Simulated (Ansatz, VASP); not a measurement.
# One calculation of Ag, two programs

INCAR

```
PREC = Accurate
ENCUT = 520
EDIFF = 1E-7
ISMEAR = -1
SIGMA = 0.05
LREAL = F
LASPH = T
NELM = 100
ALGO = Normal
ISIF = 2
LWAVE = F
LCHARG = F
GGA = PE
NBANDS = 12
```

File KPOINTS:

```
regular mesh
0
Gamma
  11 11 11
```

The input POSCAR:

```
Ag
1.0
   -0.0062230000      2.0386280000      2.0672000000
    2.0149730000      0.0469460000      2.0140300000
    2.0855950000      2.0560800000     -0.0236760000
Ag
1
Direct
    0.0022060000      0.0285520000     -0.0104340000
```

File input.yaml:

```yaml
crystal:
  lattice:
    - [-0.006223, 2.038628, 2.0672]
    - [2.014973, 0.046946, 2.01403]
    - [2.085595, 2.05608, -0.023676]
  atoms:
    - { symbol: Ag, position: [0.002206, 0.028552, -0.010434] }
hamiltonian:
  xc: pbe
  pseudopotentials: { kind: paw }
kpoints:
  mp_grid: { grid: [11, 11, 11] }
scf:
  occupations: { method: fermi_dirac, width: 0.05 }
output:
  forces: true
  stress: true
  eigenvalues: true
```

Change from the starting cell: cell strained at random at fixed volume.

Alike in both runs: task single point; functional PBE; k mesh 11 × 11 × 11; occupations fermi-dirac, width 0.05 eV; no spin polarisation.

|  | VASP | Ansatz |
| --- | --- | --- |
| version | VASP 6.6.1 | Ansatz 0.2.0 |
| potentials or method | VASP PAW PBE potentials, release 64 (Ag) | Ansatz PAW |
| plane-wave cutoff (eV) | 520 | 420 |
| valence electrons in the cell | 11 | 19 |

```tsv
	VASP	Ansatz	Ansatz less VASP
gap on the k mesh at the Fermi level (eV)	none	none	-
pressure (GPa)	4.7	4.8	+0.17
largest component of the traceless stress (GPa)	1.82	1.84	+0.022
```

A gap of «none» marks a metal or a gap that the smearing closes. The two sets of potentials don't hold the same shells in valence.
